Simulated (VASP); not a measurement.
A run of VASP 6.6.1:

File INCAR:

```
SYSTEM = CdO
PREC = Accurate ; ENCUT = 600
EDIFF = 1E-7 ; ISMEAR = -1
SIGMA = 0.05 ; LREAL = .False.
LASPH = .True. ; NELM = 60
ALGO = Normal ; ISIF = 3
LWAVE = .False. ; LCHARG = .False.
GGA = AM ; IBRION = 2
NSW = 40 ; EDIFFG = -0.01
```

The input KPOINTS:

```
regular mesh
0
Gamma
  10 10 10
  0 0 0
```

POSCAR

```
CdO
1.0
    0.0000000000      2.3495000000      2.3495000000
    2.3495000000      0.0000000000      2.3495000000
    2.3495000000      2.3495000000      0.0000000000
Cd O
1 1
Direct
    0.0000000000      0.0000000000      0.0000000000
    0.5000000000      0.5000000000      0.5000000000
```

Potentials or basis: VASP PAW PBE potentials, release 64 (Cd, O).

The run is started by

```bash
$ cat potpaw_PBE.64/Cd/POTCAR potpaw_PBE.64/O/POTCAR > POTCAR
$ mpirun -np 1 vasp_std > vasp.out
```

Hardware: 1 thread of Intel(R) Xeon(R) 6975P-C (Granite Rapids) (shared host).

Estimate the wall time of this run.

Wall time 22 s on 1 thread of Intel(R) Xeon(R) 6975P-C (Granite Rapids) (shared host), peak memory 0.17 GiB. Counts: scf iterations 28, k points 47, ion steps 3.
